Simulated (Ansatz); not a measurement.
**PbS (zincblende structure)**

The computed numbers are results of r²SCAN, scalar-relativistic (no spin polarisation) in the plane-wave PAW code Ansatz at 500 eV, Γ-centred 6×6×6 mesh, 0.05 eV Gaussian smearing; PAW files: Ansatz's generated set soft_2.

```xyz
2
Lattice="0.0000 3.3008 3.3008 3.3008 0.0000 3.3008 3.3008 3.3008 0.0000" Properties=species:S:1:pos:R:3 pbc="T T T"
Pb    0.0000    0.0000    0.0000
S     1.6504    1.6504    1.6504
```

This is a trial structure; measured cells of the compound in the Crystallography Open Database are in space groups C2/m, Fm-3m (rock salt).

Elastic constants come from the stress of slightly strained cells with relaxed atoms, in GPa, Voigt order xx, yy, zz, yz, xz, xy in the Cartesian frame of the vectors above.

Task: Give the elastic tensor.

Result: 
```
39.8 37.8 37.8  0.0  0.0  0.0
37.8 39.8 37.8  0.0  0.0  0.0
37.8 37.8 39.8  0.0  0.0  0.0
 0.0  0.0  0.0 -7.9  0.0  0.0
 0.0  0.0  0.0  0.0 -7.9  0.0
 0.0  0.0  0.0  0.0  0.0 -7.9
```

Task: Is the crystal mechanically stable, and what are its polycrystalline moduli?

Result: Unstable: the tensor has an eigenvalue of -7.9 GPa, so some strain lowers the energy and averaged moduli mean nothing. This holds for the static lattice at 0 K; thermal motion can hold such a phase at higher temperature.

It ran for 56 s on 2 threads of Arm Neoverse V1, on a shared host, peak memory 0.6 GiB.

Semilocal functionals underestimate band gaps, commonly by a third or more. Scalar-relativistic only: spin–orbit splittings of the heavy atoms' levels are missing. For this crystal the k-mesh misses a band edge: under r²SCAN at the relaxed cell a band path gives a gap of 0.95 eV where the mesh alone gives 1.07 eV, so gaps on the mesh are upper bounds.
